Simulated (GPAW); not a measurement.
# Al (P-1) in GPAW: further runs

Aim: see how the results for Al move with the level of theory and the settings. Levels: rSCAN+D3(BJ), PBE+D3. Tasks: relaxation of cell and atoms.

Everything below comes from runs of GPAW 26.7.0. Logs are shortened: lines on timing, memory, paths and dates and some standing lists are left out, and cuts for length are marked. The log counts tension as positive stress, the text compression.

## Step 1: The cell of the first run

The typed cell holds 1 atom: a = 2.839 Å, b = 2.840 Å, c = 2.869 Å, α = 60.19°, β = 62.21°, γ = 59.49°.

## Step 2: Relaxation of cell and atoms, rSCAN+D3(BJ) (cell sheared at random, sigma 0.03, atoms nudged by 0.01 Å)

run.py reads:

```python
from ase.calculators.mixing import SumCalculator
from ase.filters import FrechetCellFilter
from ase.io import read, write
from ase.optimize import BFGS
from dftd3.ase import DFTD3
from gpaw import GPAW, PW

atoms = read('Al.cif')

calc = GPAW(mode=PW(600),
            xc='MGGA_X_RSCAN+MGGA_C_RSCAN',
            kpts={'size': (8, 8, 8), 'gamma': True},
            occupations={'name': 'fermi-dirac', 'width': 0.05},
            nbands=7,
            convergence={'density': 1e-05, 'energy': 1e-05},
            maxiter=150,
            txt='gpaw.txt')
atoms.calc = SumCalculator([calc, DFTD3(method='rscan', damping='d3bj')])
opt = BFGS(FrechetCellFilter(atoms), trajectory='relax.traj', logfile='-')
done = opt.run(fmax=0.02, steps=60)
calc.write('gs.gpw')
write('result.traj', atoms)
print('Converged:', done)
print('Cell:', atoms.cell.cellpar().round(4))
print('Volume:', round(atoms.get_volume(), 4))
print(atoms.get_scaled_positions().round(5))
```

Al.cif reads:

```cif
data_Al
_cell_length_a 2.83921617
_cell_length_b 2.83981678
_cell_length_c 2.86886080
_cell_angle_alpha 60.19086670
_cell_angle_beta 62.20984383
_cell_angle_gamma 59.48726544
_space_group_name_H-M_alt 'P1'
_space_group_name_Hall 'P 1'
_space_group_IT_number 1
loop_
_space_group_symop_operation_xyz
'x,y,z'
loop_
_atom_site_label
_atom_site_type_symbol
_atom_site_symmetry_multiplicity
_atom_site_Wyckoff_symbol
_atom_site_fract_x
_atom_site_fract_y
_atom_site_fract_z
_atom_site_occupancy
Al1 Al 1 a 0.0000000000 0.0000000000 0.0000000000 1
```

Potentials or basis: GPAW PAW data sets (gpaw-data 1.2.1), pw.

Started as:

```console
> OMP_NUM_THREADS=1 python run.py
```

gpaw.txt:

```text
__  _  _
 | _ |_)|_||  |
 |__||  | ||/\| - 26.7.0

Input parameters:
  mode=PW(ecut=600.0),
  convergence={'density': 1e-05, 'energy': 1e-05},
  kpts=MonkhorstPack(size=(8, 8, 8), gamma=True),
  maxiter=150,
  nbands=7,
  occupations=Occupations(name='fermi-dirac', width=0.05),
  xc=XC(name='MGGA_X_RSCAN+MGGA_C_RSCAN')

Diagonalizing LCAO Hamiltonian
Converting LCAO to pw mode

       Al

Atoms  # Å, Bohr magnetons
|   | symbol |        x |        y |        z |    initial magnetic moments |
|---|--------|----------|----------|----------|-----------------------------|
| 0 |     Al | 0.000000 | 0.000000 | 0.000000 | ( 0.0000,  0.0000,  0.0000) |

Unit cell  # Å
| periodic |        x |        y |        z |  lengths |    angles |
|----------|----------|----------|----------|----------|-----------|
|      yes | 2.839216 | 0.000000 | 0.000000 | 2.839216 | 60.190867 |
|      yes | 1.441860 | 2.446549 | 0.000000 | 2.839817 | 62.209844 |
|      yes | 1.337562 | 0.867106 | 2.385250 | 2.868861 | 59.487265 |

Number of symmetries: 2
Symmetry operations  # r_c * U_cc + t_c -> r_c
|   | kind |            matrix            |
|---|------|------------------------------|
| 0 |  E   |  1, 0, 0,  0, 1, 0,  0, 0, 1 |
| 1 |  i   | -1, 0, 0,  0,-1, 0,  0, 0,-1 |
[... 137 lines left out ...]
Fermi level: 7.025
Eigenvalues  # (at kpt = [0.000, 0.000, 0.000])
| band index |      eig [eV] | occ [0-2] |
|------------|---------------|-----------|
|          0 |        -4.691 |     2.000 |
|          1 |        19.601 |     0.000 |
|          2 |        20.685 |     0.000 |
|          3 |        20.990 |     0.000 |
|          4 |        21.305 |     0.000 |
|          5 |        22.204 |     0.000 |
|          6 |        22.919 |     0.000 |

No gap
No difference between direct/indirect transitions

Stress tensor  # eV/Ang^3
|         x |        y |         z |
|-----------|----------|-----------|
|  0.016197 | 0.010745 | -0.009580 |
|  0.010745 | 0.013571 |  0.005510 |
| -0.009580 | 0.005510 |  0.017569 |

Forces  # eV/Ang
|       x |       y |       z |
|---------|---------|---------|
| 0.00000 | 0.00000 | 0.00000 |  # Al   0

Interpolating wave functions to new cell

       Al

Atoms  # Å, Bohr magnetons
|   | symbol |        x |        y |        z |    initial magnetic moments |
|---|--------|----------|----------|----------|-----------------------------|
| 0 |     Al | 0.000000 | 0.000000 | 0.000000 | ( 0.0000,  0.0000,  0.0000) |

Unit cell  # Å
| periodic |        x |         y |        z |  lengths |    angles |
|----------|----------|-----------|----------|----------|-----------|
|      yes | 2.820301 | -0.007174 | 0.006400 | 2.820318 | 60.302527 |
|      yes | 1.426072 |  2.428122 | 0.000071 | 2.815930 | 62.071261 |
|      yes | 1.331837 |  0.855387 | 2.370460 | 2.850361 | 59.719474 |

Number of symmetries: 2
Symmetry operations  # r_c * U_cc + t_c -> r_c
|   | kind |            matrix            |
|---|------|------------------------------|
| 0 |  E   |  1, 0, 0,  0, 1, 0,  0, 0, 1 |
| 1 |  i   | -1, 0, 0,  0,-1, 0,  0, 0,-1 |
[... 142 lines left out ...]
Fermi level: 7.189
Eigenvalues  # (at kpt = [0.000, 0.000, 0.000])
| band index |      eig [eV] | occ [0-2] |
|------------|---------------|-----------|
|          0 |        -4.642 |     2.000 |
|          1 |        19.916 |     0.000 |
|          2 |        20.978 |     0.000 |
|          3 |        21.280 |     0.000 |
|          4 |        21.769 |     0.000 |
|          5 |        22.654 |     0.000 |
|          6 |        23.396 |     0.000 |

No gap
No difference between direct/indirect transitions

Stress tensor  # eV/Ang^3
|         x |        y |         z |
|-----------|----------|-----------|
|  0.005960 | 0.006994 | -0.008548 |
|  0.006994 | 0.003098 |  0.004446 |
| -0.008548 | 0.004446 |  0.008069 |

Forces  # eV/Ang
|       x |       y |       z |
|---------|---------|---------|
| 0.00000 | 0.00000 | 0.00000 |  # Al   0

Interpolating wave functions to new cell

       Al

Atoms  # Å, Bohr magnetons
|   | symbol |        x |        y |        z |    initial magnetic moments |
|---|--------|----------|----------|----------|-----------------------------|
| 0 |     Al | 0.000000 | 0.000000 | 0.000000 | ( 0.0000,  0.0000,  0.0000) |

Unit cell  # Å
| periodic |        x |         y |        z |  lengths |    angles |
|----------|----------|-----------|----------|----------|-----------|
|      yes | 2.784069 | -0.020801 | 0.022951 | 2.784242 | 60.495881 |
|      yes | 1.395927 |  2.394719 | 0.000989 | 2.771875 | 61.643873 |
|      yes | 1.324511 |  0.832276 | 2.341682 | 2.816112 | 60.190273 |

Number of symmetries: 2
Symmetry operations  # r_c * U_cc + t_c -> r_c
|   | kind |            matrix            |
|---|------|------------------------------|
| 0 |  E   |  1, 0, 0,  0, 1, 0,  0, 0, 1 |
| 1 |  i   | -1, 0, 0,  0,-1, 0,  0, 0,-1 |
[... 108 lines left out ...]
|iter     | |      energy | eigst |  dens |
|---------|-|-------------|-------|-------|
|iter:   1| |  -10.726602 | -0.81 |       |
|iter:   2| |   -8.274755 | -1.06 | -1.74 |
|iter:   3| |   -8.274828 | -4.63 | -1.84 |
|iter:   4| |   -8.274653 | -4.34 | -1.85 |
|iter:   5| |   -8.274555 | -4.82 | -2.41 |
|iter:   6| |   -8.274552 | -8.20c| -2.57 |
|iter:   7| |   -8.274544c| -6.60 | -2.60 |
|iter:   8| |   -8.274544c| -7.85c| -2.79 |
|iter:   9| |   -8.274543c| -8.50c| -2.82 |
|iter:  10| |   -8.274542c| -8.24c| -2.90 |
|iter:  11| |   -8.274542c| -7.63c| -3.19 |
|iter:  12| |   -8.274541c| -8.41c| -3.25 |
|iter:  13| |   -8.274541c| -8.23c| -3.70 |
|iter:  14| |   -8.274541c| -9.29c| -5.42c|

Converged in 14 steps
Energy contributions relative to reference atoms: (reference = -6603.423265)
[... 46 lines left out ...]
Atoms  # Å, Bohr magnetons
|   | symbol |        x |        y |        z |    initial magnetic moments |
|---|--------|----------|----------|----------|-----------------------------|
| 0 |     Al | 0.000000 | 0.000000 | 0.000000 | ( 0.0000,  0.0000,  0.0000) |

Unit cell  # Å
| periodic |        x |         y |        z |  lengths |    angles |
|----------|----------|-----------|----------|----------|-----------|
|      yes | 2.784699 | -0.020045 | 0.026940 | 2.784902 | 60.517450 |
|      yes | 1.396891 |  2.395984 | 0.000817 | 2.773453 | 61.503805 |
|      yes | 1.328414 |  0.830761 | 2.343643 | 2.819133 | 60.171025 |

Number of symmetries: 2
Symmetry operations  # r_c * U_cc + t_c -> r_c
|   | kind |            matrix            |
|---|------|------------------------------|
| 0 |  E   |  1, 0, 0,  0, 1, 0,  0, 0, 1 |
| 1 |  i   | -1, 0, 0,  0,-1, 0,  0, 0,-1 |
[... 170 lines left out ...]
Atoms  # Å, Bohr magnetons
|   | symbol |        x |        y |        z |    initial magnetic moments |
|---|--------|----------|----------|----------|-----------------------------|
| 0 |     Al | 0.000000 | 0.000000 | 0.000000 | ( 0.0000,  0.0000,  0.0000) |

Unit cell  # Å
| periodic |        x |        y |         z |  lengths |    angles |
|----------|----------|----------|-----------|----------|-----------|
|      yes | 2.889818 | 0.044701 |  0.501537 | 2.933357 | 63.380240 |
|      yes | 1.505400 | 2.541824 | -0.017658 | 2.954219 | 46.591713 |
|      yes | 1.799578 | 0.643537 |  2.625390 | 3.247352 | 59.062526 |

Number of symmetries: 2
Symmetry operations  # r_c * U_cc + t_c -> r_c
|   | kind |            matrix            |
|---|------|------------------------------|
| 0 |  E   |  1, 0, 0,  0, 1, 0,  0, 0, 1 |
| 1 |  i   | -1, 0, 0,  0,-1, 0,  0, 0,-1 |
[... 358 lines left out ...]
Atoms  # Å, Bohr magnetons
|   | symbol |        x |        y |        z |    initial magnetic moments |
|---|--------|----------|----------|----------|-----------------------------|
| 0 |     Al | 0.000000 | 0.000000 | 0.000000 | ( 0.0000,  0.0000,  0.0000) |

Unit cell  # Å
| periodic |        x |         y |        z |  lengths |    angles |
|----------|----------|-----------|----------|----------|-----------|
|      yes | 2.783090 | -0.019964 | 0.032328 | 2.783349 | 60.547201 |
|      yes | 1.396129 |  2.395205 | 0.000588 | 2.772396 | 61.309634 |
|      yes | 1.332405 |  0.827455 | 2.342948 | 2.819466 | 60.175794 |

Number of symmetries: 2
Symmetry operations  # r_c * U_cc + t_c -> r_c
|   | kind |            matrix            |
|---|------|------------------------------|
| 0 |  E   |  1, 0, 0,  0, 1, 0,  0, 0, 1 |
| 1 |  i   | -1, 0, 0,  0,-1, 0,  0, 0,-1 |
[... 1486 lines left out ...]
Stress tensor  # eV/Ang^3
|         x |         y |         z |
|-----------|-----------|-----------|
| -0.013489 |  0.000423 | -0.000142 |
|  0.000423 | -0.013543 | -0.000496 |
| -0.000142 | -0.000496 | -0.013147 |

Forces  # eV/Ang
|       x |       y |       z |
|---------|---------|---------|
| 0.00000 | 0.00000 | 0.00000 |  # Al   0

# Writing to gs.gpw (mode='')
```

It took 7.3 min on 1 thread of Intel Xeon 6975P-C (Granite Rapids), shared host; peak memory 0.43 GiB.

What came out:

- Free energy: -8.4870 eV
- Relaxed volume: 15.69 Å³/atom
- Relaxed cell: a = 2.773 Å, b = 2.774 Å, c = 2.847 Å, α = 60.88°, β = 60.86°, γ = 59.98°
- Space group after relaxing (to 0.05 Å): R-3m (No. 166)
- Energy gained by relaxing: 20.0 meV/atom
- Ionic steps: 14
- Pressure after relaxing: 0.0 GPa
- Band gap on the k mesh: none (metal or under the smearing width)
- Dispersion energy per atom: -0.207 eV

The path:
```
step  energy change (eV)  largest force (eV/Å)  pressure (GPa)  volume (Å³)
   1              0.0000                0.0000           -4.46        16.57
   2             -0.0092                0.0000           -2.93        16.24
   3             -0.0161                0.0000            0.40        15.63
   4             -0.0166                0.0000            0.30        15.65
   5              0.2860                0.0000            1.72        17.33
   6             -0.0181                0.0000           -1.07        15.87
   7             -0.0171                0.0000            0.47        15.62
   8             -0.0187                0.0000           -0.36        15.74
   9             -0.0188                0.0000           -0.43        15.76
  10             -0.0189                0.0000           -0.47        15.76
  11             -0.0193                0.0000           -0.50        15.76
  12             -0.0197                0.0000           -0.40        15.75
  13             -0.0200                0.0000           -0.13        15.71
  14             -0.0200                0.0000           -0.01        15.69
```

Final structure:
```yaml
crystal:
  lattice:
    - [2.77271, -0.01167, 0.04870]
    - [1.39817, 2.39570, -0.00072]
    - [1.34868, 0.81772, 2.37052]
  atoms:
    - { symbol: Al, position: [0.00000, 0.00000, 0.00000] }
```

Levels at points of the mesh, in eV from the Fermi level:
| k point | band 1 | band 2 | band 3 | band 4 |
| --- | --- | --- | --- | --- |
| (0.00, 0.00, 0.00) | -12.09 | 12.81 | 14.18 | 14.19 |
| (0.00, 0.00, 0.50) | -5.30 | -5.05 | 12.94 | 12.95 |
| (0.00, 0.50, 0.00) | -5.00 | -4.36 | 11.83 | 12.42 |
| (0.00, 0.50, 0.50) | -3.20 | -1.51 | 5.55 | 5.82 |
| (0.50, 0.00, 0.00) | -4.99 | -4.35 | 11.82 | 12.40 |
| (0.50, 0.00, 0.50) | -3.21 | -1.52 | 5.55 | 5.84 |
| (0.50, 0.50, 0.00) | -3.21 | -1.53 | 5.56 | 5.84 |
| (0.50, 0.50, 0.50) | -5.00 | -4.36 | 11.81 | 12.39 |

Caveat: later steps reuse the first step's grids; the PAW data sets were made with another functional, which shifts forces and pressure a little; pairwise dispersion overbinds metals, which lowers pressure and volume.

## Step 3: Relaxation of cell and atoms, PBE+D3 (cell sheared at random, sigma 0.03, atoms nudged by 0.01 Å)

run.py reads:

```python
from ase import Atoms
from ase.calculators.mixing import SumCalculator
from ase.filters import FrechetCellFilter
from ase.io import write
from ase.optimize import FIRE
from dftd3.ase import DFTD3
from gpaw import GPAW, PW

atoms = Atoms(['Al'],
              cell=[[-0.02045521, 1.97065405, 2.04383284],
                    [2.00265691, 0.00996627, 2.01341136],
                    [2.05929448, 1.99687013, -0.04667129]],
              scaled_positions=[[0.0, 0.0, 0.0]],
              pbc=True)

calc = GPAW(mode=PW(600),
            xc='PBE',
            kpts={'size': (8, 8, 8), 'gamma': True},
            occupations={'name': 'fermi-dirac', 'width': 0.05},
            nbands=7,
            convergence={'density': 1e-05, 'energy': 1e-05},
            maxiter=150,
            txt='gpaw.txt')
atoms.calc = SumCalculator([calc, DFTD3(method='pbe', damping='d3zero')])
opt = FIRE(FrechetCellFilter(atoms), trajectory='relax.traj', logfile='-')
done = opt.run(fmax=0.05, steps=40)
calc.write('gs.gpw')
write('result.traj', atoms)
print('Converged:', done)
print('Cell:', atoms.cell.cellpar().round(4))
print('Volume:', round(atoms.get_volume(), 4))
print(atoms.get_scaled_positions().round(5))
```

Potentials or basis: GPAW PAW data sets (gpaw-data 1.2.1), pw.

Started as:

```console
> OMP_NUM_THREADS=1 python run.py
```

gpaw.txt:

```text
__  _  _
 | _ |_)|_||  |
 |__||  | ||/\| - 26.7.0

Input parameters:
  mode=PW(ecut=600.0),
  convergence={'density': 1e-05, 'energy': 1e-05},
  kpts=MonkhorstPack(size=(8, 8, 8), gamma=True),
  maxiter=150,
  nbands=7,
  occupations=Occupations(name='fermi-dirac', width=0.05),
  xc=XC(name='PBE')

Diagonalizing LCAO Hamiltonian
Converting LCAO to pw mode

       Al

Atoms  # Å, Bohr magnetons
|   | symbol |        x |        y |        z |    initial magnetic moments |
|---|--------|----------|----------|----------|-----------------------------|
| 0 |     Al | 0.000000 | 0.000000 | 0.000000 | ( 0.0000,  0.0000,  0.0000) |

Unit cell  # Å
| periodic |         x |        y |         z |  lengths |    angles |
|----------|-----------|----------|-----------|----------|-----------|
|      yes | -0.020455 | 1.970654 |  2.043833 | 2.839216 | 60.190867 |
|      yes |  2.002657 | 0.009966 |  2.013411 | 2.839817 | 62.209844 |
|      yes |  2.059294 | 1.996870 | -0.046671 | 2.868861 | 59.487265 |

Number of symmetries: 2
Symmetry operations  # r_c * U_cc + t_c -> r_c
|   | kind |            matrix            |
|---|------|------------------------------|
| 0 |  E   |  1, 0, 0,  0, 1, 0,  0, 0, 1 |
| 1 |  i   | -1, 0, 0,  0,-1, 0,  0, 0,-1 |
[... 136 lines left out ...]
Fermi level: 7.052
Eigenvalues  # (at kpt = [0.000, 0.000, 0.000])
| band index |      eig [eV] | occ [0-2] |
|------------|---------------|-----------|
|          0 |        -3.989 |     2.000 |
|          1 |        18.959 |     0.000 |
|          2 |        19.975 |     0.000 |
|          3 |        20.266 |     0.000 |
|          4 |        20.360 |     0.000 |
|          5 |        21.203 |     0.000 |
|          6 |        21.863 |     0.000 |

No gap
No difference between direct/indirect transitions

Stress tensor  # eV/Ang^3
|        x |         y |        z |
|----------|-----------|----------|
| 0.004756 |  0.005434 | 0.000465 |
| 0.005434 | -0.014136 | 0.001654 |
| 0.000465 |  0.001654 | 0.010214 |

Forces  # eV/Ang
|       x |       y |       z |
|---------|---------|---------|
| 0.00000 | 0.00000 | 0.00000 |  # Al   0

Interpolating wave functions to new cell

       Al

Atoms  # Å, Bohr magnetons
|   | symbol |        x |        y |        z |    initial magnetic moments |
|---|--------|----------|----------|----------|-----------------------------|
| 0 |     Al | 0.000000 | 0.000000 | 0.000000 | ( 0.0000,  0.0000,  0.0000) |

Unit cell  # Å
| periodic |         x |        y |         z |  lengths |    angles |
|----------|-----------|----------|-----------|----------|-----------|
|      yes | -0.022347 | 1.970911 |  2.035911 | 2.833712 | 60.273588 |
|      yes |  1.997049 | 0.007617 |  2.005964 | 2.830575 | 62.136044 |
|      yes |  2.051940 | 1.995859 | -0.047244 | 2.862891 | 59.637789 |
[... 2123 lines left out ...]
convergence criteria:
[... 6 lines left out ...]
|iter     | |      energy | eigst |  dens |
|---------|-|-------------|-------|-------|
|iter:   1| |   -3.732696 | -3.16 |       |
|iter:   2| |   -3.732694 | -8.26c| -2.59 |
|iter:   3| |   -3.732674c| -6.86 | -2.61 |
|iter:   4| |   -3.732673c| -7.83c| -3.26 |
|iter:   5| |   -3.732673c| -8.71c| -4.47 |
|iter:   6| |   -3.732673c| -9.23c| -4.96 |
|iter:   7| |   -3.732673c|-10.16c| -6.35c|

Converged in 7 steps
Energy contributions relative to reference atoms: (reference = -6603.423265)

Energy contributions:
  Kinetic:           4.411934
  Coulomb:          -2.329815
  Zero:             -0.006932
  External:          0.000000
  Xc:               -5.806748
  Entropy:          -0.002222
  Spinorbit:         0.000000
  ----------------------------
  Free energy:      -3.733784
  Extrapolated:     -3.732673

dipole moment: (-6.883981, -6.879444, -6.785417)  # |e|*Ang

Fermi level: 7.199
Eigenvalues  # (at kpt = [0.000, 0.000, 0.000])
| band index |      eig [eV] | occ [0-2] |
|------------|---------------|-----------|
|          0 |        -3.930 |     2.000 |
|          1 |        19.531 |     0.000 |
|          2 |        20.282 |     0.000 |
|          3 |        20.343 |     0.000 |
|          4 |        21.039 |     0.000 |
|          5 |        21.919 |     0.000 |
|          6 |        22.018 |     0.000 |
[... 4 lines left out ...]
Stress tensor  # eV/Ang^3
|         x |         y |         z |
|-----------|-----------|-----------|
| -0.010248 | -0.000173 | -0.001301 |
| -0.000173 | -0.013258 |  0.000546 |
| -0.001301 |  0.000546 | -0.009885 |

Forces  # eV/Ang
|       x |       y |       z |
|---------|---------|---------|
| 0.00000 | 0.00000 | 0.00000 |  # Al   0

# Writing to gs.gpw (mode='')
```

It took 88 s on 1 thread of Intel Xeon 6975P-C (Granite Rapids), shared host; peak memory 0.24 GiB.

What came out:

```yaml
Free_energy: -3.8991 eV
Relaxed_volume: 16.22 Å³/atom
Relaxed_cell: a = 2.819 Å, b = 2.817 Å, c = 2.861 Å, α = 60.49°, β = 60.71°, γ = 60.00°
Space_group_after_relaxing_to_0.05_Å: R-3m (No. 166)
Energy_gained_by_relaxing: 8.1 meV/atom
Ionic_steps: 13
Pressure_after_relaxing: -0.2 GPa
Band_gap_on_the_k_mesh: none (metal or under the smearing width)
Dispersion_energy_per_atom: -0.165 eV
```

The path:
```
step  energy change (eV)  largest force (eV/Å)  pressure (GPa)  volume (Å³)
   1              0.0000                0.0000           -1.91        16.57
   2             -0.0021                0.0000           -1.45        16.47
   3             -0.0049                0.0000           -0.62        16.30
   4             -0.0059                0.0000            0.39        16.11
   5             -0.0060                0.0000            0.36        16.11
   6             -0.0061                0.0000            0.31        16.12
   7             -0.0062                0.0000            0.23        16.14
   8             -0.0064                0.0000            0.15        16.15
   9             -0.0067                0.0000            0.06        16.17
  10             -0.0071                0.0000           -0.01        16.18
  11             -0.0074                0.0000           -0.08        16.20
  12             -0.0078                0.0000           -0.14        16.21
  13             -0.0081                0.0000           -0.17        16.22
```

Final structure:
```
CELL_PARAMETERS angstrom
-0.00403 1.99001 1.99704
1.99213 0.00057 1.99237
2.02567 2.02055 -0.03311
ATOMIC_POSITIONS crystal
Al 0.00000 0.00000 0.00000
```

Caveat: later steps reuse the first step's grids; pairwise dispersion overbinds metals, which lowers pressure and volume.
